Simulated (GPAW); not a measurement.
# SiC (Moissanite) (P6_3mc) in GPAW: convergence with basis set

Aim: find how far basis set must go before the results for SiC (Moissanite) settle, at PBE. This setting moves, with any that are tied to it; all else stays.

All numbers are computed with GPAW 26.7.0; they aren't measurements. Logs are shortened: lines on timing, memory, paths and dates and some standing lists are left out, and cuts for length are marked. The log counts tension as positive stress, the text compression.

## (1) The crystal as given

The structure is hexagonal, space group P6_3mc (No. 186). Conventional cell: a = 3.076 Å, b = 3.076 Å, c = 5.048 Å, α = 90.00°, β = 90.00°, γ = 120.00°. Si (site symmetry 3m) is surrounded by 4 C at 1.87 to 1.94 Å. C (site symmetry 3m) has 4 Si at 1.87 to 1.94 Å as nearest neighbours.

## (2) With basis set lcao:sz(dzp)

run.py

```python
from ase.dft.bandgap import bandgap
from ase.io import read, write
from gpaw import GPAW

atoms = read('SiC.xyz')

calc = GPAW(mode='lcao',
            h=0.16,
            basis='sz(dzp)',
            xc='PBE',
            kpts={'size': (8, 8, 4), 'gamma': True},
            occupations={'name': 'fermi-dirac', 'width': 0.05},
            convergence={'density': 1e-05, 'energy': 1e-05},
            maxiter=100,
            txt='gpaw.txt')
atoms.calc = calc
energy = atoms.get_potential_energy()
forces = atoms.get_forces()
calc.write('gs.gpw')
write('result.traj', atoms)
print(f'Energy: {energy:.6f} eV')
print('Forces (eV/A):')
print(forces.round(4))
print('Fermi level:', round(calc.get_fermi_level(), 4), 'eV')
print(f'Gap: {bandgap(calc)[0]:.4f} eV, direct: {bandgap(calc, direct=True)[0]:.4f} eV')
```

SiC.xyz

```xyz
4
Lattice="3.0760000000 0.0000000000 0.0000000000 -1.5380000000 2.6638941420 0.0000000000 0.0000000000 0.0000000000 5.0480000000" Properties=species:S:1:pos:R:3 pbc="T T T"
Si     1.5380000002      0.8879647139      2.5240000000
Si    -0.0000000002      1.7759294281      0.0000000000
C      1.5380000002      0.8879647139      4.4674800000
C     -0.0000000002      1.7759294281      1.9434800000
```

Potentials or basis: GPAW PAW data sets (gpaw-data 1.2.1), lcao:sz(dzp).

Run with:

```
$ OMP_NUM_THREADS=1 python run.py
```

gpaw.txt:

```text
__  _  _
 | _ |_)|_||  |
 |__||  | ||/\| - 26.7.0

Input parameters:
  mode=LCAO(),
  basis={'default': 'sz(dzp)'},
  convergence={'density': 1e-05, 'energy': 1e-05},
  h=0.16,
  kpts=MonkhorstPack(size=(8, 8, 4), gamma=True),
  maxiter=100,
  occupations=Occupations(name='fermi-dirac', width=0.05),
  xc=XC(name='PBE')

           C

           Si
        C

        Si

Atoms  # Å, Bohr magnetons
|   | symbol |         x |        y |        z |    initial magnetic moments |
|---|--------|-----------|----------|----------|-----------------------------|
| 0 |     Si |  1.538000 | 0.887965 | 2.524000 | ( 0.0000,  0.0000,  0.0000) |
| 1 |     Si | -0.000000 | 1.775929 | 0.000000 | ( 0.0000,  0.0000,  0.0000) |
| 2 |      C |  1.538000 | 0.887965 | 4.467480 | ( 0.0000,  0.0000,  0.0000) |
| 3 |      C | -0.000000 | 1.775929 | 1.943480 | ( 0.0000,  0.0000,  0.0000) |

Unit cell  # Å
| periodic |         x |        y |        z |  lengths |     angles |
|----------|-----------|----------|----------|----------|------------|
|      yes |  3.076000 | 0.000000 | 0.000000 | 3.076000 |  90.000000 |
|      yes | -1.538000 | 2.663894 | 0.000000 | 3.076000 |  90.000000 |
|      yes |  0.000000 | 0.000000 | 5.048000 | 5.048000 | 120.000000 |

Number of symmetries: 6
Symmetry operations  # r_c * U_cc + t_c -> r_c
|   | kind |            matrix            |
|---|------|------------------------------|
| 0 |  σ   |  1, 1, 0,  0,-1, 0,  0, 0, 1 |
| 1 |  E   |  1, 0, 0,  0, 1, 0,  0, 0, 1 |
| 2 |  C3  |  0, 1, 0, -1,-1, 0,  0, 0, 1 |
| 3 |  σ   |  0,-1, 0, -1, 0, 0,  0, 0, 1 |
| 4 |  σ   | -1, 0, 0,  1, 1, 0,  0, 0, 1 |
| 5 |  C3  | -1,-1, 0,  1, 0, 0,  0, 0, 1 |

BZ-sampling:
  Number of BZ points: 256
  Number of IBZ points: 35

  Monkhorst-Pack size: [8, 8, 4]
  Monkhorst-Pack shift: [0.0625, 0.0625, 0.125]

K-points  # in reciprocal-cell coordinates
|     |                                coordinates |     weight |
|-----|--------------------------------------------|------------|
|   0 | (  0.00000000,   0.00000000,   0.00000000) | 0.00390625 |
|   1 | (  0.00000000,   0.00000000,   0.25000000) | 0.00781250 |
|   2 | (  0.00000000,   0.00000000,   0.50000000) | 0.00390625 |
|   3 | (  0.12500000,   0.00000000,  -0.25000000) | 0.02343750 |
|   4 | (  0.12500000,   0.00000000,   0.00000000) | 0.02343750 |
|   5 | (  0.12500000,   0.00000000,   0.25000000) | 0.02343750 |
|   6 | (  0.12500000,   0.00000000,   0.50000000) | 0.02343750 |
|   7 | (  0.25000000,  -0.12500000,   0.00000000) | 0.02343750 |
|   8 | (  0.25000000,  -0.12500000,   0.25000000) | 0.04687500 |
|   9 | (  0.25000000,  -0.12500000,   0.50000000) | 0.02343750 |
| ... |                                            |            |
|  34 | (  0.50000000,   0.50000000,   0.50000000) | 0.01171875 |

basis functions: 16
Spin-components: 1 (collinear spins)
Bands:           14
Projectors:      20
Spin-degeneracy: 2
Datatype:        <class 'complex'>

Parallelization:
  kpt:    1
  domain: 1
  band:   1

Density:
  Valence electrons: 16.0
  Components: 1
  Grid points: [16 16 32]
  Charge: 0.0  # |e|

Potential:
  Grid points: [16 16 32]

species:
  Si:
    name:    Silicon
    Z:       14.0
    valence: 4
    core:    10
    charge:  0.0  # [|e|]
    compensation charges:
      type: gauss
      rc: 0.33  # [Å]
      lmax: 2
    cutoffs:
      filter: 1.86  # [Å]
      core: 2.06  # [Å]
    projectors
    | kind |    occ | energy [eV] | rcut [Å] |
    |------|--------|-------------|----------|
    |   3s |  2.000 |     -10.812 |    1.058 |
    |   3p |  2.000 |      -4.081 |    1.058 |
    |    s |        |      16.399 |    1.058 |
    |    p |        |      23.130 |    1.058 |
    |    d |        |       0.000 |    1.058 |

    LCAO basis set for Si:
      Name: sz(dzp)
      File: <dir>
      Number of radial functions: 2
      Number of spherical harmonics: 4
        l=0, rc=6.8594 Bohr: 3s-sz confined orbital
        l=1, rc=9.0625 Bohr: 3p-sz confined orbital
[... 96 lines left out ...]
  Number of BZ points: 256
  Number of IBZ points: 35

  Monkhorst-Pack size: [8, 8, 4]
  Monkhorst-Pack shift: [0.0625, 0.0625, 0.125]

K-points  # in reciprocal-cell coordinates
|     |                                coordinates |     weight |
|-----|--------------------------------------------|------------|
|   0 | (  0.00000000,   0.00000000,   0.00000000) | 0.00390625 |
|   1 | (  0.00000000,   0.00000000,   0.25000000) | 0.00781250 |
|   2 | (  0.00000000,   0.00000000,   0.50000000) | 0.00390625 |
|   3 | (  0.12500000,   0.00000000,  -0.25000000) | 0.02343750 |
|   4 | (  0.12500000,   0.00000000,   0.00000000) | 0.02343750 |
|   5 | (  0.12500000,   0.00000000,   0.25000000) | 0.02343750 |
|   6 | (  0.12500000,   0.00000000,   0.50000000) | 0.02343750 |
|   7 | (  0.25000000,  -0.12500000,   0.00000000) | 0.02343750 |
|   8 | (  0.25000000,  -0.12500000,   0.25000000) | 0.04687500 |
|   9 | (  0.25000000,  -0.12500000,   0.50000000) | 0.02343750 |
| ... |                                            |            |
|  34 | (  0.50000000,   0.50000000,   0.50000000) | 0.01171875 |

basis functions: 16
Spin-components: 1 (collinear spins)
Bands:           14
Projectors:      20
Spin-degeneracy: 2
Datatype:        <class 'complex'>

Parallelization:
  kpt:    1
  domain: 1
  band:   1

Density:
  Valence electrons: 16.0
  Components: 1
  Grid points: [16 16 32]
  Charge: 0.0  # |e|

Potential:
  Grid points: [16 16 32]

species:
  Si:
    name:    Silicon
    Z:       14.0
    valence: 4
    core:    10
    charge:  0.0  # [|e|]
    compensation charges:
      type: gauss
      rc: 0.33  # [Å]
      lmax: 2
    cutoffs:
      filter: 1.86  # [Å]
      core: 2.06  # [Å]
    projectors
    | kind |    occ | energy [eV] | rcut [Å] |
    |------|--------|-------------|----------|
    |   3s |  2.000 |     -10.812 |    1.058 |
    |   3p |  2.000 |      -4.081 |    1.058 |
    |    s |        |      16.399 |    1.058 |
    |    p |        |      23.130 |    1.058 |
    |    d |        |       0.000 |    1.058 |

    LCAO basis set for Si:
      Name: sz(dzp)
      File: <dir>
      Number of radial functions: 2
      Number of spherical harmonics: 4
        l=0, rc=6.8594 Bohr: 3s-sz confined orbital
        l=1, rc=9.0625 Bohr: 3p-sz confined orbital
      Number of RI-basis functions 0

  C:
    name:    Carbon
    Z:       6.0
    valence: 4
    core:    2
    charge:  0.0  # [|e|]
    compensation charges:
      type: gauss
      rc: 0.20  # [Å]
      lmax: 2
    cutoffs:
      filter: 1.14  # [Å]
      core: 1.14  # [Å]
    projectors
    | kind |    occ | energy [eV] | rcut [Å] |
    |------|--------|-------------|----------|
    |   2s |  2.000 |     -13.751 |    0.635 |
    |   2p |  2.000 |      -5.284 |    0.635 |
    |    s |        |      13.461 |    0.635 |
    |    p |        |      21.927 |    0.635 |
    |    d |        |       0.000 |    0.635 |

    LCAO basis set for C:
      Name: sz(dzp)
      File: <dir>
      Number of radial functions: 2
      Number of spherical harmonics: 4
        l=0, rc=5.5469 Bohr: 2s-sz confined orbital
        l=1, rc=6.6719 Bohr: 2p-sz confined orbital
      Number of RI-basis functions 0

Reference energy: -17827.944731  # eV

eigensolver:
  <gpaw.new.lcao.eigensolver.LCAOEigensolver object>
density mixing:
  MSR1-Mixer
  Pratt-step length: 0.05
  Maximum mixing coefficient: 0.75
  Old densities: 10
  SVD Regularization: 0.005
  Good broyden scale: 1.0
  Trust region scale: 1.0
  Backstep threshold: 4.0
  History deletion threshold: 6.0
  Fourier metric: weight=20.0, sigma=0.015

occupation numbers:
  Fermi-Dirac:
    width: 0.0500  # eV

FastPoissonSolver using
    Stencil: 8*3+1=25 point O(h^6) finite-difference Laplacian
    FFT axes: [np.int64(0), np.int64(1), np.int64(2)]
    FST axes: []

xc functional:
  name: PBE with 2 nearest neighbor stencil
interpolation: tri-quintic # 5. degree polynomial

convergence criteria:
- Maximum integral of absolute [dens]ity change: 1e-05 electrons / valence electron
- Maximum [total energy] change in last 3 cyles: 1e-05 eV / valence electron
- Maximum integral of absolute [eigenst]ate change: 4e-08 eV^2 / valence electron
maximum number of iterations: 100

SCF iterations
|iter     | |      energy | eigst |  dens |
|---------|-|-------------|-------|-------|
|iter:   1| |  -28.771449 |      c|       |
|iter:   2| |  -28.143961 |      c| -0.63 |
|iter:   3| |  -26.000093 |      c| -0.68 |
|iter:   4| |  -26.015844 |      c| -1.56 |
|iter:   5| |  -26.021227 |      c| -1.86 |
|iter:   6| |  -26.021227 |      c| -3.69 |
|iter:   7| |  -26.021227c|      c| -4.10 |
|iter:   8| |  -26.021227c|      c| -5.89c|

Converged in 8 steps
Energy contributions relative to reference atoms: (reference = -17827.944731)

Energy contributions:
  Kinetic:          42.024604
  Coulomb:         -33.669163
  Zero:              0.125827
  External:          0.000000
  Xc:              -34.502494
  Entropy:          -0.000000
  Spinorbit:         0.000000
  ----------------------------
  Free energy:     -26.021227
  Extrapolated:    -26.021227

dipole moment: (-0.000000, 0.000000, -8.826909)  # |e|*Ang

Fermi level: 10.354
Eigenvalues  # (at kpt = [0.000, 0.000, 0.000])
| band index |      eig [eV] | occ [0-2] |
|------------|---------------|-----------|
|          0 |        -7.235 |     2.000 |
|          1 |        -3.646 |     2.000 |
|          2 |        -0.077 |     2.000 |
|          3 |         7.343 |     2.000 |
|          4 |         7.346 |     2.000 |
|          5 |         9.109 |     2.000 |
|          6 |         9.112 |     2.000 |
|          7 |         9.477 |     2.000 |
|          8 |        14.588 |     0.000 |
|          9 |        15.318 |     0.000 |
|         10 |        16.008 |     0.000 |
|         11 |        16.009 |     0.000 |
|         12 |        16.625 |     0.000 |
|         13 |        19.280 |     0.000 |

Gap: 4.327 eV
Transition (v -> c):
  (s=0, k=0, n=7, [0.00, 0.00, 0.00]) -> (s=0, k=18, n=8, [0.38, 0.00, -0.25])
Direct/indirect transitions are different
Direct gap: 5.110 eV
Transition at: (s=0, k=0, n=7, [0.00, 0.00, 0.00])

Forces  # eV/Ang
|       x |       y |        z |
|---------|---------|----------|
| 0.00000 | 0.00000 |  1.17051 |  # Si   0
| 0.00000 | 0.00000 |  1.17051 |  # Si   1
| 0.00000 | 0.00000 | -1.18511 |  # C    2
| 0.00000 | 0.00000 | -1.18510 |  # C    3

# Writing to gs.gpw (mode='')
```

Wall time 48 s (1 thread of Arm Neoverse V1, shared host); peak memory 0.17 GiB.

What came out:

* Free energy: -26.0212 eV
* Largest force: 1.185 eV/Å
* Band gap on the k mesh: 4.33 eV, indirect (least direct gap 5.11 eV)

## (3) With basis set lcao:szp(dzp)

run.py: that of step 2 with these lines changed.

```diff
@@ -8,3 +8,3 @@
             h=0.16,
-            basis='sz(dzp)',
+            basis='szp(dzp)',
             xc='PBE',
```

SiC.xyz is that of step 2.

Potentials or basis: GPAW PAW data sets (gpaw-data 1.2.1), lcao:szp(dzp).

Run with:

```
$ OMP_NUM_THREADS=1 python run.py
```

It took 3.3 min on 1 thread of Arm Neoverse V1, shared host; peak memory 0.19 GiB.

Results:

```yaml
Free_energy: -28.4668 eV
Largest_force: 0.853 eV/Å
Band_gap_on_the_k_mesh: 2.81 eV, indirect (least direct gap 4.37 eV)
```

## (4) With basis set lcao:dz(dzp)

run.py: that of step 3 with these lines changed.

```diff
@@ -8,3 +8,3 @@
             h=0.16,
-            basis='szp(dzp)',
+            basis='dz(dzp)',
             xc='PBE',
```

SiC.xyz is that of step 3.

Potentials or basis: GPAW PAW data sets (gpaw-data 1.2.1), lcao:dz(dzp).

Run with:

```
$ OMP_NUM_THREADS=1 python run.py
```

It took 71 s on 1 thread of Arm Neoverse V1, shared host; peak memory 0.17 GiB.

Results:

```yaml
Free_energy: -27.2026 eV
Largest_force: 0.920 eV/Å
Band_gap_on_the_k_mesh: 2.71 eV, indirect (least direct gap 4.33 eV)
```

## (5) With basis set lcao:dzp

run.py: that of step 4 with these lines changed.

```diff
@@ -8,3 +8,3 @@
             h=0.16,
-            basis='dz(dzp)',
+            basis='dzp',
             xc='PBE',
```

SiC.xyz is that of step 4.

Potentials or basis: GPAW PAW data sets (gpaw-data 1.2.1), lcao:dzp.

Run with:

```
$ OMP_NUM_THREADS=1 python run.py
```

It took 4 min on 1 thread of Arm Neoverse V1, shared host; peak memory 0.2 GiB.

The run converged. Its results:

```yaml
Free_energy: -29.1887 eV
Largest_force: 0.844 eV/Å
Band_gap_on_the_k_mesh: 2.57 eV, indirect (least direct gap 4.13 eV)
```

## (6) With basis set fd

run.py: that of step 5 with these lines changed.

```diff
@@ -6,5 +6,4 @@
 
-calc = GPAW(mode='lcao',
+calc = GPAW(mode='fd',
             h=0.16,
-            basis='dzp',
             xc='PBE',
@@ -12,2 +11,3 @@
             occupations={'name': 'fermi-dirac', 'width': 0.05},
+            nbands=18,
             convergence={'density': 1e-05, 'energy': 1e-05},
```

SiC.xyz is that of step 5.

Potentials or basis: GPAW PAW data sets (gpaw-data 1.2.1), fd.

Run with:

```
$ OMP_NUM_THREADS=1 python run.py
```

Run time: 57 s. Hardware: 1 thread of Arm Neoverse V1, shared host; peak memory 0.27 GiB.

Results (log left out):

```yaml
Free_energy: -29.9116 eV
Largest_force: 0.773 eV/Å
Band_gap_on_the_k_mesh: 2.57 eV, indirect (least direct gap 4.07 eV)
```

## (7) With basis set pw

run.py: that of step 6 with these lines changed.

```diff
@@ -2,3 +2,4 @@
 from ase.io import read, write
-from gpaw import GPAW
+from ase.units import GPa
+from gpaw import GPAW, PW
 
@@ -6,4 +7,3 @@
 
-calc = GPAW(mode='fd',
-            h=0.16,
+calc = GPAW(mode=PW(800),
             xc='PBE',
@@ -18,2 +18,3 @@
 forces = atoms.get_forces()
+stress = atoms.get_stress()
 calc.write('gs.gpw')
@@ -23,2 +24,3 @@
 print(forces.round(4))
+print('Stress (GPa):', (stress / GPa).round(3))
 print('Fermi level:', round(calc.get_fermi_level(), 4), 'eV')
```

SiC.xyz is that of step 6.

Potentials or basis: GPAW PAW data sets (gpaw-data 1.2.1), pw.

Run with:

```
$ OMP_NUM_THREADS=1 python run.py
```

Wall time 29 s (1 thread of Arm Neoverse V1, shared host); peak memory 0.17 GiB.

It converged, with:

```yaml
Free_energy: -29.9091 eV
Pressure: 5.0 GPa
Largest_force: 0.768 eV/Å
Band_gap_on_the_k_mesh: 2.57 eV, indirect (least direct gap 4.07 eV)
```

## (8) Result

| basis set | energy less the tightest run, at zero smearing (meV/atom) | largest force (eV/Å) | gap on the mesh (eV) | SCF cycles | CPU time (s) | peak memory (GiB) |
| --- | --- | --- | --- | --- | --- | --- |
| lcao:sz(dzp) | 971.98 | 1.185 | 4.327 | 8 | 48 | 0.17 |
| lcao:szp(dzp) | 360.60 | 0.853 | 2.807 | 9 | 200 | 0.19 |
| lcao:dz(dzp) | 676.65 | 0.920 | 2.705 | 9 | 71 | 0.17 |
| lcao:dzp | 180.10 | 0.844 | 2.565 | 9 | 240 | 0.2 |
| fd | -0.60 | 0.773 | 2.569 | 12 | 57 | 0.27 |
| pw | 0.00 | 0.768 | 2.571 | 10 | 29 | 0.17 |

Against the tightest run, the energy stays within 1 meV/atom from fd on; the gap on the mesh stays within 0.01 eV from lcao:dzp on. Not settled before the last step: the largest force (to 0.005 eV/Å). The tightest run that finished is the yardstick and may itself not be fully converged.
